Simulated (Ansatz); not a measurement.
Data:

CaF₂:
```cif
data_Ca4F8
_chemical_formula_sum 'Ca4 F8'
_space_group_name_H-M_alt 'Fm-3m'
_space_group_IT_number 225
_space_group_name_Hall '-F 4 2 3'
_cell_length_a 5.51076
_cell_length_b 5.51076
_cell_length_c 5.51076
_cell_angle_alpha 90.000
_cell_angle_beta 90.000
_cell_angle_gamma 90.000
loop_
_atom_site_label
_atom_site_type_symbol
_atom_site_symmetry_multiplicity
_atom_site_Wyckoff_symbol
_atom_site_fract_x
_atom_site_fract_y
_atom_site_fract_z
_atom_site_occupancy
Ca1 Ca 4 a 0.00000 0.00000 0.00000 1
F1 F 8 c 0.25000 0.25000 0.25000 1
```
(The calculation used a cell of 3 atoms; values per cell refer to that cell.)

This is the PBE-relaxed structure.

Task: All from DFT-PBE in the program Ansatz with PAW potentials, unless another level is named. Estimate the hole effective mass.

Result: 0.82, 7.6, 7.6 mₑ (principal values).

Task: And the valence-band maximum?

Result: at X.

Task: Next, the weight of the conduction-edge state by species (Voronoi cells)?

Result: F 76 %, Ca 24 %.

Task: Next, the weight of the valence-edge state by species (Voronoi cells)?

Result: F 99 %.

Task: And the conduction-band minimum?

Result: at Γ.

The PBE relaxation kept the symmetry of its start.

Potentials: the earlier of the program's two PAW sets.

Edges and masses are those of Kohn–Sham bands, whose gap is no quasiparticle gap.
